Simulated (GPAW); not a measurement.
Cu:

```
Cu
1.0
    -1.45399    1.46431    1.37398
     1.44871   -1.46799    1.37231
     1.42515    1.43915   -1.37783
Cu
1
Cartesian
  0.0000 0.0000 0.0000
```

This isn't the form of Cu at room conditions, which is fcc.

The cell isn't the ideal one: cell sheared at random, sigma 0.01, atoms nudged by 0.01 Å.

```yaml
Program: GPAW 26.7.0
Task: relaxation of cell and atoms
Functional: PBEsol
Dispersion: D4
Potentials_or_basis: PAW data sets generated in the run's folder for this functional
Cutoff: 600 eV
Basis: pw
k_mesh: 8 × 8 × 8
Occupations: fermi-dirac, width 0.05 eV
Spin: no spin polarisation
```

At the start: pressure -3.2 GPa; volume 11.46 Å³/atom.

Question: How do energy, volume and symmetry change on relaxing?

Answer: Over 20 steps the energy falls by 44.5 meV/atom and the volume is 11.23 Å³/atom (-2.0 %); space group Fm-3m (No. 225, to 0.05 Å).

The path:
```
step  energy change (eV)  largest force (eV/Å)  pressure (GPa)  volume (Å³)
   1              0.0000                0.0000           -3.23        11.46
   2             -0.0020                0.0000           -1.64        11.34
   3             -0.0030                0.0000            0.53        11.20
   4             -0.0033                0.0000            0.69        11.19
   5             -0.0075                0.0000            3.21        11.07
   6             -0.0088                0.0000            0.71        11.19
   7             -0.0119                0.0000            0.63        11.20
   8             -0.0172                0.0000            0.23        11.25
   9             -0.0209                0.0000           -0.25        11.26
  10             -0.0274                0.0000           -0.61        11.28
  11             -0.0338                0.0000           -0.62        11.28
  12             -0.0346                0.0000           -0.20        11.25
  13             -0.0334                0.0000            5.66        10.90
  14             -0.0400                0.0000            1.58        11.13
  15             -0.0408                0.0000            1.16        11.15
  16             -0.0436                0.0000           -0.01        11.23
  17              0.1056                0.0000            0.87        11.55
  18             -0.0443                0.0000           -0.46        11.26
  19             -0.0444                0.0000           -0.36        11.25
  20             -0.0445                0.0000           -0.04        11.23
```

Final structure:
```yaml
crystal:
  lattice:
    - [-1.23958, 1.78735, 1.25765]
    - [1.24018, -1.78764, 1.25597]
    - [1.27510, 1.76553, -1.25580]
  atoms:
    - { symbol: Cu, position: [0.00000, 0.00000, 0.00000] }
```

Caveat: the k mesh is coarse (spacing up to 0.40 Å⁻¹), so the values aren't converged; with this Cu data set, volumes or pressures lay over 1.5 % or 2 GPa off other programs in two to four cells of ten; later steps reuse the first step's grids; pairwise dispersion overbinds metals, which lowers pressure and volume.
